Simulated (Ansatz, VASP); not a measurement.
This is a calculation of Al for VASP 6.6.1.

INCAR

```
  PREC = Accurate
  ENCUT = 520
  EDIFF = 1E-6
  ISMEAR = -1
  SIGMA = 0.03
  LREAL = False
  LASPH = True
  NELM = 60
  ALGO = Normal
  ISIF = 2
  LWAVE = False
  LCHARG = True
  GGA = PE
  LELF = True
  LVHAR = True
  NBANDS = 8
```

The input KPOINTS:

```
Automatic mesh
0
Gamma
  4 4 4
```

File POSCAR:

```
Al
1.0
    0.0000000000      2.0248050000      2.0248050000
    2.0248050000      0.0000000000      2.0248050000
    2.0248050000      2.0248050000      0.0000000000
Al
1
Direct
    0.0000000000      0.0000000000      0.0000000000
```

Potentials or basis: VASP PAW PBE potentials, release 64 (Al).

Launch:

```console
$ cat potpaw_PBE.64/Al/POTCAR > POTCAR
$ mpirun -np 1 vasp_std > vasp.out
```

Set up the same calculation for Ansatz 0.2.0. Potentials there: all-electron LAPW, scalar-relativistic.

As run (the cutoff follows the program's own potentials):

File input.yaml:

```yaml
crystal:
  lattice:
    - [0.0, 2.024805, 2.024805]
    - [2.024805, 0.0, 2.024805]
    - [2.024805, 2.024805, 0.0]
  atoms:
    - { symbol: Al, position: [0.0, 0.0, 0.0] }
kpoints:
  mp_grid: { grid: [4, 4, 4] }
scf:
  occupations: { method: fermi_dirac, width: 0.03 }
hamiltonian:
  xc: pbe
  pseudopotentials: { kind: all_electron, lapw: { basis_error: 0.003 } }
output:
  forces: true
  stress: true
  eigenvalues: true
```

Potentials or basis: all-electron LAPW, scalar-relativistic.

The run is started by

```bash
$ ansatz run input.yaml --threads 1 --pin off --max-ram 3072MiB --backend cpu --events-out ev --progress --plain --runs-dir out
```

Both were run:

|  | VASP | Ansatz | Ansatz less VASP |
| --- | --- | --- | --- |
| gap on the k mesh at the Fermi level (eV) | none | none | - |
| pressure (GPa) | 0.2 | 0.3 | +0.05 |

A gap of «none» marks a metal or a gap that the smearing closes. Ansatz ran all-electron here, so the differences hold the error of VASP's frozen core and of both bases.

Caveats: the k mesh is coarse (spacing up to 0.67 Å⁻¹), so the values aren't converged; the k mesh is thin for a metal, which can move the energy by tens of meV per atom (Ansatz).
